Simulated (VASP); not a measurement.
Input of a VASP 6.6.1 run:

POSCAR

```
GaN
1.0
    0.0000000000      2.2535006075      2.2535006075
    2.2535006075      0.0000000000      2.2535006075
    2.2535006075      2.2535006075      0.0000000000
Ga N
1 1
Direct
    0.0000000000      0.0000000000      0.0000000000
    0.2500000000      0.2500000000      0.2500000000
```

The input INCAR.step1:

```
SYSTEM = GaN
ALGO = Normal
EDIFF = 1E-5
ENCUT = 600
GGA = PE
ISMEAR = 0
LASPH = .True.
LCHARG = .False.
LREAL = .False.
LWAVE = .True.
NELM = 80
PREC = Accurate
SIGMA = 0.05
```

INCAR.step2

```
SYSTEM = GaN
AEXX = 0.25
ALGO = Normal
EDIFF = 1E-6
EDIFFG = -0.02
ENCUT = 600
IBRION = 2
ISIF = 3
ISMEAR = 0
ISTART = 1
LASPH = .True.
LCHARG = .False.
LHFCALC = .True.
LMIXTAU = .True.
LREAL = .False.
LWAVE = .False.
METAGGA = R2SCAN
NELM = 80
NSW = 60
PREC = Accurate
PRECFOCK = Fast
SIGMA = 0.05
```

File KPOINTS:

```
k-points
0
Gamma
  5 5 5
  0 0 0
```

Potentials or basis: VASP PAW PBE potentials, release 64 (Ga_d, N).

Run with:

```bash
$ cat potpaw_PBE.64/Ga_d/POTCAR potpaw_PBE.64/N/POTCAR > POTCAR
$ cp INCAR.step1 INCAR
$ mpirun -np 1 vasp_std > vasp.out
$ cp INCAR.step2 INCAR
$ mpirun -np 1 vasp_std > vasp.out
```

(1) Predict the space group after relaxing (to 0.05 Å).

(2) Predict the relaxed volume.

(3) Estimate the relaxed cell.

(4) Predict the band gap on the k mesh.

Answers

(1) F-43m (No. 216).

(2) 11.21 Å³/atom.

(3) a = 3.165 Å, b = 3.165 Å, c = 3.165 Å, α = 60.00°, β = 60.00°, γ = 60.00°.

(4) 4.16 eV, direct.

Caveat: the k mesh is coarse (spacing up to 0.48 Å⁻¹), so the values aren't converged, least of all with exact exchange; the PAW data sets were made with another functional, which shifts forces and pressure a little.
